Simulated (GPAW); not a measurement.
# BP (F-43m) in GPAW: further runs

Aim: see how the results for BP move with the level of theory and the settings. Levels: BLYP, PBE, BP86. Tasks: equation of state, band structure.

All numbers are computed with GPAW 26.7.0; they aren't measurements. Logs are shortened: lines on timing, memory, paths and dates and some standing lists are left out, and cuts for length are marked. The log counts tension as positive stress, the text compression.

**What was measured.**

“Equation of state of single-crystal cubic boron phosphide”, 2014, arxiv:1407.1677 reports, for a bulk crystal of BP at 300 K: bulk modulus 179 ± 1 GPa.

The results are compared with them further down.

## (1) The crystal as given

Symmetry: F-43m, No. 216, cubic system. The conventional cell has a = 4.538 Å, b = 4.538 Å, c = 4.538 Å, α = 90.00°, β = 90.00°, γ = 90.00°. Around P (site symmetry -43m) lie 4 B at 1.97 Å. B (site symmetry -43m) has 4 P at 1.97 Å as nearest neighbours.

## (2) Equation of state, BLYP

Input file run.py:

```python
from ase.eos import EquationOfState
from ase.io import Trajectory, read
from ase.units import GPa
from gpaw import GPAW, PW, setup_paths

setup_paths.insert(0, '.')

atoms = read('BP.xyz')

traj = Trajectory('eos.traj', 'w')
volumes, energies = [], []
for x in [0.94, 0.96, 0.98, 1.0, 1.02, 1.04, 1.06]:
    a = atoms.copy()
    a.set_cell(atoms.cell * x**(1 / 3), scale_atoms=True)
    calc = GPAW(mode=PW(800),
                xc='BLYP',
                kpts={'size': (10, 10, 10), 'gamma': True},
                occupations={'name': 'fermi-dirac', 'width': 0.05},
                nbands=11,
                convergence={'density': 1e-05, 'energy': 1e-05},
                eigensolver='davidson',
                maxiter=150,
                txt=f'eos-{x:.2f}.txt')
    a.calc = calc
    energies.append(a.get_potential_energy(force_consistent=True))
    volumes.append(a.get_volume())
    p = -a.get_stress()[:3].mean() / GPa
    calc.write(f'eos-{x:.2f}.gpw')
    traj.write(a)
    print(f'{x:.2f} {volumes[-1]:10.4f} A^3 {energies[-1]:14.6f} eV {p:9.3f} GPa', flush=True)

v0, e0, B = EquationOfState(volumes, energies, eos='birchmurnaghan').fit()
print(f'V0 = {v0:.4f} A^3, E0 = {e0:.6f} eV, B0 = {B / GPa:.2f} GPa')
```

Input file BP.xyz:

```xyz
2
Lattice="0.0000000000 2.2690000000 2.2690000000 2.2690000000 0.0000000000 2.2690000000 2.2690000000 2.2690000000 0.0000000000" Properties=species:S:1:pos:R:3 pbc="T T T"
P      3.4035000000      3.4035000000      3.4035000000
B      0.0000000000      0.0000000000      0.0000000000
```

Potentials or basis: PAW data sets generated in the run's folder for this functional, pw.

Launch:

```
$ gpaw-setup -f BLYP B P
$ OMP_NUM_THREADS=1 python run.py
```

The log of the run:

```text
__  _  _
 | _ |_)|_||  |
 |__||  | ||/\| - 26.7.0

Input parameters:
  mode=PW(ecut=800.0),
  convergence={'density': 1e-05, 'energy': 1e-05},
  eigensolver=Davidson(niter=2),
  kpts=MonkhorstPack(size=(10, 10, 10), gamma=True),
  maxiter=150,
  nbands=11,
  occupations=Occupations(name='fermi-dirac', width=0.05),
  xc=XC(name='BLYP')

Diagonalizing LCAO Hamiltonian
Converting LCAO to pw mode

                  P

       B

Atoms  # Å, Bohr magnetons
|   | symbol |        x |        y |        z |    initial magnetic moments |
|---|--------|----------|----------|----------|-----------------------------|
| 0 |      P | 3.334021 | 3.334021 | 3.334021 | ( 0.0000,  0.0000,  0.0000) |
| 1 |      B | 0.000000 | 0.000000 | 0.000000 | ( 0.0000,  0.0000,  0.0000) |

Unit cell  # Å
| periodic |        x |        y |        z |  lengths |    angles |
|----------|----------|----------|----------|----------|-----------|
|      yes | 0.000000 | 2.222681 | 2.222681 | 3.143345 | 60.000000 |
|      yes | 2.222681 | 0.000000 | 2.222681 | 3.143345 | 60.000000 |
|      yes | 2.222681 | 2.222681 | 0.000000 | 3.143345 | 60.000000 |

Number of symmetries: 24
Symmetry operations  # r_c * U_cc + t_c -> r_c
|    | kind |            matrix            |
|----|------|------------------------------|
|  0 |  E   |  1, 0, 0,  0, 1, 0,  0, 0, 1 |
|  1 |  σ   |  1, 0, 0,  0, 0, 1,  0, 1, 0 |
|  2 |  σ   |  1, 0,-1,  0, 1,-1,  0, 0,-1 |
|  3 |  C3  |  1, 0,-1,  0, 0,-1,  0, 1,-1 |
|  4 |  C3  |  1,-1, 0,  0,-1, 1,  0,-1, 0 |
|  5 |  σ   |  1,-1, 0,  0,-1, 0,  0,-1, 1 |
|  6 |  σ   |  0, 1, 0,  1, 0, 0,  0, 0, 1 |
|  7 |  C3  |  0, 1, 0,  0, 0, 1,  1, 0, 0 |
|  8 |  C2  |  0, 1,-1,  1, 0,-1,  0, 0,-1 |
|  9 |  S4  |  0, 1,-1,  0, 0,-1,  1, 0,-1 |
| 10 |  C3  |  0, 0, 1,  1, 0, 0,  0, 1, 0 |
| 11 |  σ   |  0, 0, 1,  0, 1, 0,  1, 0, 0 |
| 12 |  S4  |  0, 0,-1,  1, 0,-1,  0, 1,-1 |
| 13 |  C3  |  0, 0,-1,  0, 1,-1,  1, 0,-1 |
| 14 |  S4  |  0,-1, 1,  1,-1, 0,  0,-1, 0 |
| 15 |  C2  |  0,-1, 1,  0,-1, 0,  1,-1, 0 |
| 16 |  C3  |  0,-1, 0,  1,-1, 0,  0,-1, 1 |
| 17 |  S4  |  0,-1, 0,  0,-1, 1,  1,-1, 0 |
| 18 |  S4  | -1, 1, 0, -1, 0, 1, -1, 0, 0 |
| 19 |  C3  | -1, 1, 0, -1, 0, 0, -1, 0, 1 |
| 20 |  C3  | -1, 0, 1, -1, 1, 0, -1, 0, 0 |
| 21 |  S4  | -1, 0, 1, -1, 0, 0, -1, 1, 0 |
| 22 |  σ   | -1, 0, 0, -1, 1, 0, -1, 0, 1 |
| 23 |  C2  | -1, 0, 0, -1, 0, 1, -1, 1, 0 |

BZ-sampling:
  Number of BZ points: 1000
  Number of IBZ points: 47

  Monkhorst-Pack size: [10, 10, 10]
  Monkhorst-Pack shift: [0.05, 0.05, 0.05]

K-points  # in reciprocal-cell coordinates
|     |                                coordinates |     weight |
|-----|--------------------------------------------|------------|
|   0 | (  0.00000000,   0.00000000,   0.00000000) | 0.00100000 |
|   1 | (  0.10000000,   0.10000000,   0.00000000) | 0.00600000 |
|   2 | (  0.10000000,   0.10000000,   0.10000000) | 0.00800000 |
|   3 | (  0.20000000,   0.10000000,   0.10000000) | 0.01200000 |
|   4 | (  0.20000000,   0.20000000,   0.00000000) | 0.00600000 |
|   5 | (  0.20000000,   0.20000000,   0.10000000) | 0.02400000 |
|   6 | (  0.20000000,   0.20000000,   0.20000000) | 0.00800000 |
|   7 | (  0.30000000,   0.20000000,   0.10000000) | 0.02400000 |
|   8 | (  0.30000000,   0.20000000,   0.20000000) | 0.02400000 |
|   9 | (  0.30000000,   0.30000000,   0.00000000) | 0.00600000 |
| ... |                                            |            |
|  46 | (  0.50000000,   0.50000000,   0.50000000) | 0.00400000 |

Plane wave coefficients: 1158
Cutoff: 800.0 eV

Spin-components: 1 (collinear spins)
Bands:           11
Projectors:      10
Spin-degeneracy: 2
Datatype:        complex128

Parallelization:
  kpt:    1
  domain: 1
  band:   1

Density:
  Valence electrons: 8.0
  Components: 1
  Grid points: [21 21 21]
  Charge: 0.0  # |e|

Potential:
  Grid points: [21 21 21]

species:
  P:
    name:    Phosphorus
    Z:       15.0
    valence: 5
    core:    10
    charge:  0.0  # [|e|]
    compensation charges:
      type: gauss
      rc: 0.30  # [Å]
      lmax: 2
    cutoffs:
      filter: 1.69  # [Å]
      core: 1.81  # [Å]
    projectors
    | kind |    occ | energy [eV] | rcut [Å] |
    |------|--------|-------------|----------|
    |   3s |  2.000 |     -13.831 |    0.953 |
    |   3p |  3.000 |      -5.357 |    0.953 |
    |    s |        |      13.380 |    0.953 |
    |    p |        |      21.855 |    0.953 |
    |    d |        |       0.000 |    0.953 |

    Using partial waves for P as LCAO basis

  B:
    name:    Boron
    Z:       5.0
    valence: 3
    core:    2
    charge:  0.0  # [|e|]
    compensation charges:
      type: gauss
      rc: 0.20  # [Å]
      lmax: 2
    cutoffs:
      filter: 1.14  # [Å]
      core: 1.38  # [Å]
    projectors
    | kind |    occ | energy [eV] | rcut [Å] |
    |------|--------|-------------|----------|
    |   2s |  2.000 |      -9.302 |    0.635 |
    |   2p |  1.000 |      -3.537 |    0.635 |
    |    s |        |      17.909 |    0.635 |
    |    p |        |      23.675 |    0.635 |
    |    d |        |       0.000 |    0.635 |

    Using partial waves for B as LCAO basis

Reference energy: -9978.273993  # eV

eigensolver:
  Davidson
  Converge bands: occupied
  niter=2

density mixing:
  MSR1-Mixer
  Pratt-step length: 0.05
  Maximum mixing coefficient: 0.75
  Old densities: 10
  SVD Regularization: 0.005
  Good broyden scale: 1.0
  Trust region scale: 1.0
  Backstep threshold: 4.0
  History deletion threshold: 6.0
  Fourier metric: weight=20.0, sigma=0.015

occupation numbers:
  Fermi-Dirac:
    width: 0.0500  # eV

poisson solver:
  ecut: 6400.0  # eV

xc functional:
  name: BLYP with 2 nearest neighbor stencil

convergence criteria:
- Maximum integral of absolute [dens]ity change: 1e-05 electrons / valence electron
- Maximum [total energy] change in last 3 cyles: 1e-05 eV / valence electron
- Maximum integral of absolute [eigenst]ate change: 4e-08 eV^2 / valence electron
maximum number of iterations: 150

SCF iterations
|iter     | |      energy | eigst |  dens |
|---------|-|-------------|-------|-------|
|iter:   1| |  -12.053898 | +0.21 |       |
|iter:   2| |  -11.919693 | -1.74 | -0.66 |
|iter:   3| |  -11.283019 | -1.36 | -0.70 |
|iter:   4| |  -11.284872 | -2.66 | -1.50 |
|iter:   5| |  -11.286066 | -3.79 | -2.03 |
|iter:   6| |  -11.286094 | -5.11 | -2.76 |
|iter:   7| |  -11.286094c| -6.50 | -3.90 |
|iter:   8| |  -11.286094c| -7.55c| -4.34 |
|iter:   9| |  -11.286094c| -8.91c| -5.40c|

Converged in 9 steps
Energy contributions relative to reference atoms: (reference = -9978.273993)

Energy contributions:
  Kinetic:          21.148770
  Coulomb:         -17.562522
  Zero:             -0.026883
  External:          0.000000
  Xc:              -14.845459
  Entropy:          -0.000000
  Spinorbit:         0.000000
  ----------------------------
  Free energy:     -11.286094
  Extrapolated:    -11.286094

dipole moment: (-3.244521, -3.244521, -3.244521)  # |e|*Ang

Fermi level: 10.056
Eigenvalues  # (at kpt = [0.000, 0.000, 0.000])
| band index |      eig [eV] | occ [0-2] |
|------------|---------------|-----------|
|          0 |        -6.496 |     2.000 |
|          1 |         9.356 |     2.000 |
|          2 |         9.356 |     2.000 |
|          3 |         9.356 |     2.000 |
|          4 |        13.015 |     0.000 |
|          5 |        13.015 |     0.000 |
|          6 |        13.015 |     0.000 |
|          7 |        17.800 |     0.000 |
|          8 |        21.771 |     0.000 |
|          9 |        21.931 |     0.000 |
|         10 |        24.042 |     0.000 |

Gap: 1.440 eV
Transition (v -> c):
  (s=0, k=0, n=3, [0.00, 0.00, 0.00]) -> (s=0, k=24, n=4, [0.40, 0.40, 0.00])
Direct/indirect transitions are different
Direct gap: 3.659 eV
Transition at: (s=0, k=0, n=3, [0.00, 0.00, 0.00])

Stress tensor  # eV/Ang^3
|         x |         y |         z |
|-----------|-----------|-----------|
| -0.113507 | -0.000000 |  0.000000 |
| -0.000000 | -0.113507 |  0.000000 |
|  0.000000 |  0.000000 | -0.113507 |

# Writing to eos-0.94.gpw (mode='')
```

It took 65 s on 1 thread of Arm Neoverse V2, shared host; peak memory 0.23 GiB.

Results:

| Item | Value |
| --- | --- |
| Equilibrium volume | 12.15 Å³/atom |
| Bulk modulus | 149 GPa |
| Pressure derivative of the bulk modulus | 3.8 |

Energy against volume, from the lowest point:
```
volume (Å³/atom)  energy (meV/atom)
          10.981              61.87
          11.214              38.37
          11.448              20.97
          11.682               9.11
          11.915               2.23
          12.149               0.00
          12.383               1.95
```

(Continued in part 2 of 2.)
